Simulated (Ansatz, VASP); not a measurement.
## Two plane-wave programs on Ti

run.py

```python
from ase.calculators.vasp import Vasp
from ase.dft.dos import DOS
from ase.io import read

atoms = read('Ti.cif', primitive_cell=True, subtrans_included=False)
calc = Vasp(
    directory='calc',
    xc='pbesol',
    pp='PBE',
    setups='recommended',
    prec='Accurate',
    encut=520,
    ediff=1e-06,
    ismear=1,
    sigma=0.1,
    lreal=False,
    lasph=True,
    nelm=100,
    algo='Normal',
    isif=2,
    lwave=False,
    lcharg=False,
    lmaxmix=4,
    ivdw=12,
    lorbit=11,
    kpts=[10, 10, 6],
    gamma=True,
)
atoms.calc = calc

print('energy (eV):', atoms.get_potential_energy())
print('free energy (eV):', atoms.get_potential_energy(force_consistent=True))
print('forces (eV/A):')
print(atoms.get_forces())
print('stress (eV/A^3, Voigt):', atoms.get_stress())
print('Fermi level (eV):', calc.get_fermi_level())
dos = DOS(calc, width=0.2, window=(-10, 10), npts=301)
print('E - E_F (eV), DOS (1/eV)')
for e, g in zip(dos.get_energies(), dos.get_dos()):
    print(f'{e:8.3f} {g:10.4f}')
```

Contents of Ti.cif:

```cif
data_Ti
_cell_length_a 2.95000000
_cell_length_b 2.95000000
_cell_length_c 4.68000000
_cell_angle_alpha 90.00000000
_cell_angle_beta 90.00000000
_cell_angle_gamma 120.00000000
_space_group_name_H-M_alt 'P6_3/mmc'
_space_group_name_Hall '-P 6c 2c'
_space_group_IT_number 194
loop_
_space_group_symop_operation_xyz
'x,y,z'
'-x,-y,-z'
'x-y,x,z+1/2'
'-x+y,-x,-z+1/2'
'-y,x-y,z'
'y,-x+y,-z'
'-x,-y,z+1/2'
'x,y,-z+1/2'
'-x+y,-x,z'
'x-y,x,-z'
'y,-x+y,z+1/2'
'-y,x-y,-z+1/2'
'-y,-x,-z+1/2'
'y,x,z+1/2'
'-x,-x+y,-z'
'x,x-y,z'
'-x+y,y,-z+1/2'
'x-y,-y,z+1/2'
'y,x,-z'
'-y,-x,z'
'x,x-y,-z+1/2'
'-x,-x+y,z+1/2'
'x-y,-y,-z'
'-x+y,y,z'
loop_
_atom_site_label
_atom_site_type_symbol
_atom_site_symmetry_multiplicity
_atom_site_Wyckoff_symbol
_atom_site_fract_x
_atom_site_fract_y
_atom_site_fract_z
_atom_site_occupancy
Ti1 Ti 2 c 0.6666666667 0.3333333333 0.7500000000 1
```

Contents of input.yaml:

```yaml
crystal:
  lattice:
    - [2.95, 0.0, 0.0]
    - [-1.475, 2.5547749412, 0.0]
    - [0.0, 0.0, 4.68]
  atoms:
    - { symbol: Ti, position: [0.6666666667, 0.3333333333, 0.75] }
    - { symbol: Ti, position: [0.3333333333, 0.6666666667, 0.25] }
hamiltonian:
  xc: pbesol
  pseudopotentials: { kind: paw }
  dispersion: d3bj
kpoints:
  mp_grid: { grid: [10, 10, 6] }
scf:
  occupations: { method: methfessel_paxton, width: 0.1 }
  n_extra_bands: 6
output:
  forces: true
  stress: true
  eigenvalues: true
  dos: { projected: false, de: 0.05, nscf_kmesh: { grid: [15, 15, 9] } }
```

Alike in both runs: task density of states; functional PBEsol; dispersion D3(BJ); k mesh 10 × 10 × 6; occupations methfessel-paxton of order 1, width 0.1 eV; no spin polarisation.

|  | VASP | Ansatz |
| --- | --- | --- |
| version | VASP 6.6.1 | Ansatz 0.2.0 |
| potentials or method | VASP PAW PBE potentials, release 64 (Ti_sv) | Ansatz PAW |
| plane-wave cutoff (eV) | 520 | 420 |
| valence electrons in the cell | 24 | 24 |

|  | VASP | Ansatz | Ansatz less VASP |
| --- | --- | --- | --- |
| gap on the k mesh at the Fermi level (eV) | none | none | - |
| pressure (GPa) | -11.3 | -11.1 | +0.19 |
| largest component of the traceless stress (GPa) | 0.30 | 0.29 | -0.017 |
| dispersion energy (meV/atom) | -590.6 | -590.8 | -0.18 |

A gap of «none» marks a metal or a gap that the smearing closes. The functional is the same, so the differences come from potentials, cutoffs and numerics.

Caveats: pairwise dispersion overbinds metals, which lowers pressure and volume; the PAW data sets were made with another functional, which shifts forces and pressure a little (VASP); the PAW data sets come from PBE, with cores solved anew for the run's functional, which leaves a small shift of forces and pressure (Ansatz); the density of states is complete only up to the lowest level of the last band computed (Ansatz).
